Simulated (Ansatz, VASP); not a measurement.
## AlN in VASP and in Ansatz

```
CELL_PARAMETERS angstrom
0.00000 1.97800 2.01756
1.97800 0.00000 2.01756
1.97800 1.97800 0.00000
ATOMIC_POSITIONS crystal
Al 0.00000 0.00000 0.00000
N 0.50000 0.50000 0.50000
```

Change from the starting cell: zz strain of +2 %.

Alike in both runs: task single point; functional PBE; k mesh 10 × 10 × 10; occupations fermi-dirac, width 0.02 eV; no spin polarisation.

```csv
,VASP,Ansatz
version,VASP 6.6.1,Ansatz 0.2.0
potentials or method,"VASP PAW PBE potentials, release 64 (Al, N), cutoff 520 eV","all-electron LAPW, scalar-relativistic"
```

```csv
,VASP,Ansatz,Ansatz less VASP
gap on the k mesh at the Fermi level (eV),4.90,4.92,+0.015
pressure (GPa),18.8,19.1,+0.30
largest component of the traceless stress (GPa),4.83,4.84,+0.016
```

Ansatz ran all-electron here, so the differences hold the error of VASP's frozen core and of both bases.

Caveats: so large a pressure means that the cell lies far from this level's equilibrium, or that cutoff or potentials fall short (VASP). A k mesh can miss the band edges.
